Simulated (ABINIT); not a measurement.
Here is an ABINIT 10.8.3 (patched build) calculation.

File run.abi:

```
# Pseudopotentials
pp_dirpath "./"
pseudos "In.upf, As.upf"

# Structure
acell 4.2680965312 4.2680965312 4.2680965312 Angstrom
rprim
     0.0000000000     0.7071067812     0.7071067812
     0.7071067812     0.0000000000     0.7071067812
     0.7071067812     0.7071067812     0.0000000000
ntypat 2
znucl 49 33
natom 2
typat 1 2
xred
     0.0000000000     0.0000000000     0.0000000000
     0.7500000000     0.7500000000     0.7500000000

# Plane-wave basis
ecut 38.0

# k points
kptopt 1
ngkpt 6 6 6
nshiftk 1
shiftk 0.0 0.0 0.0

# Exchange and correlation
ixc -116133

# Bands and occupations
nband 18
occopt 3
tsmear 0.05 eV

# SCF cycle
nstep 100
tolvrs 1.0e-10

# Output
iomode 3
prtwf 0
prtden 0
prteig 0
prtebands 0
enunit 1
```

Potentials or basis: PseudoDojo NC SR PBEsol v0.4.1 standard.

Command:

```bash
$ abinit run.abi > log 2>&1
```

Q: Predict the pressure.

A: 1.0 GPa.

Q: Predict the band gap on the k mesh.

A: None (metal or under the smearing width).

Caveat: this crystal is a semiconductor, whose small gap the functional closes, so the metal is an error of the method.

**What was measured.**

A printed reference work, data compilation reports, for a bulk crystal of InAs at 4.2 K: band gap 0.418 eV (direct).

Against the measured gap of InAs, 0.418 eV (direct; 4.2 K; a printed reference work, data compilation), the calculated 0.00 eV is off by -0.42 eV. Spin-orbit coupling on As, In is left out. The value is that of PBEsol on a finite k mesh, which can miss the band edges, without temperature or zero-point motion. Semilocal functionals fall short of measured gaps as a rule.
